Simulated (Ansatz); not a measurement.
The system is Sb.

```
Sb
1.0
    -1.87134    1.87134    1.87134
     1.87134   -1.87134    1.87134
     1.87134    1.87134   -1.87134
Sb
1
Cartesian
  0.0000 0.0000 0.0000
```

This isn't the form of Sb at room conditions, which is rhombohedral.

Base run:

| Quantity | Value |
| --- | --- |
| Program | Ansatz 0.2.0 |
| Functional | LDA |
| Potentials or basis | Ansatz PAW |
| Cutoff | 420 eV (not typed: the program's choice for these potentials) |
| k mesh | 10 × 10 × 10 |
| Occupations | gaussian, width 0.1 eV |
| Spin | no spin polarisation |

Its results: band gap on the k mesh none (metal or under the smearing width); pressure -1.2 GPa.

Q: The run is repeated on the same cell with these changes: functional from LDA to PBEsol; occupations from gaussian, width 0.1 eV to gaussian, width 0.02 eV. What comes out?

A: Band gap on the k mesh none (metal or under the smearing width); pressure 0.0 GPa.

Caveats: the PAW data sets come from PBE, with cores solved anew for the run's functional, which leaves a small shift of forces and pressure.
